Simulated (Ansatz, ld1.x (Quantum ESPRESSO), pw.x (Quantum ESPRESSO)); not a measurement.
manganese: one change to the PAW potential, in the atom and in the fcc crystal

```
Element                 : Mn
Generator               : ld1.x (Quantum ESPRESSO) 7.5
Type                    : PAW
Functional              : PBE
Relativity              : scalar-relativistic
Frozen core             : [Ar]
Valence charge          : 7
Reference configuration : 3d5 4s0 4p0 (charge +2)
Partial waves           : 4s (bound, empty): rcut 2.20, rcutus 2.40 bohr; 4s channel at -0.5 Ry: rcut 2.20, rcutus 2.40 bohr; 4p (bound, empty): rcut 2.45, rcutus 3.20 bohr; 4p channel at 1.5 Ry: rcut 2.45, rcutus 3.20 bohr; 3d (bound): rcut 1.05, rcutus 1.25 bohr; 3d channel at -0.55 Ry: rcut 1.05, rcutus 1.25 bohr
Local potential         : all-electron potential smoothed inside 1.80 bohr (lloc = -1)
Core correction         : Bessel-smoothed model core inside 1.30 bohr
Augmentation charge     : BESSEL, radius 0.85 bohr
```

Change: type ultrasoft; local potential all-electron potential smoothed inside 2.65 bohr (lloc = -2); augmentation PSQ, inside the norm-conserving radii.

Cutoffs, loose and tight: the cutoffs (Ry, on a coarse ladder) from which the occupation-weighted sum of valence levels, in a spherical-Bessel basis at the reference potential, stays within 10 and 1 mRy of its value at 400 Ry. They do not see the model core or the augmentation charge, which bear on the density cutoff. Test errors are all-electron minus pseudo excitation energies from the reference, over the configurations 3d5 4s2 4p0; 3d5 4s1 4p0; 3d4 4s0 4p0; 3d3 4s0 4p0; 3d5 4s0 4p2; 3d6 4s1 4p0; 3d5 4s0 4p1; variants that change the core or the reference have their own tests.

Crystal test: fcc Mn in pw.x 7.5, no spin, 16³ k-points, Fermi–Dirac smearing 0.01 Ry, cutoffs set for each file from its atomic test. The reference is all-electron LAPW (Ansatz 0.2.0) with the same functional, mesh and smearing; V0 and B0 come from Birch–Murnaghan fits to the pressures at five volumes. Errors are pseudo minus all-electron; Δ is the rms difference of the E(V) curves that follow from these fits, minima aligned, over ±6 % about the mean V0. Mesh and smearing are coarse, so the numbers serve the comparison and aren't converged zero-temperature values; the lattice is a test structure that the element need not adopt. Spin polarisation and strong correlation are left out, which matters for this element.

All-electron: a0 = 3.506 Å (V0 = 10.77 Å³/atom), B0 = 276.5 GPa.

Task: Does the change bring the crystal closer to the all-electron result?

Result: The mean pressure error goes from -7.49 to +22.62 GPa, so the change moves the solid further from the all-electron pressures.

```csv
quantity,base,changed
outcome (atom),generated,generated
"cutoff, loose (atom)",70 Ry,70 Ry
"cutoff, tight (atom)",110 Ry,110 Ry
bound ghosts (atom),none,none
largest test error (meV) (atom),-338 over the solved tests; 1 of 7 tests not solved or not reliable,"-1727 over the solved tests; test run stopped at test 6 of 7 (negative rho), 1 before it not solved"
cutoffs in pw.x (Ry),135/900,135/900
a0 (Å),3.476,–
a0 error (%),-0.85,–
B0 error (%),+15.2,–
Δ (meV/atom),17.3,–
mean pressure error (GPa),-7.49,+22.62
```

A dash: not determined, or the minimum lies outside the volumes sampled.

Base: The largest radius (3.20 bohr) exceeds half the bond length (2.34 bohr), so the spheres overlap, which is one possible source of error among others. This is a poor potential for the solid. Atomic configuration tests: 1 of 7 tests not solved or not reliable. Changed file: The largest radius (3.20 bohr) exceeds half the bond length (2.34 bohr), so the spheres overlap, which is one possible source of error among others. This is a poor potential for the solid. Atomic configuration tests: test run stopped at test 6 of 7 (negative rho), 1 before it not solved. The atomic cutoffs weigh occupied waves only.
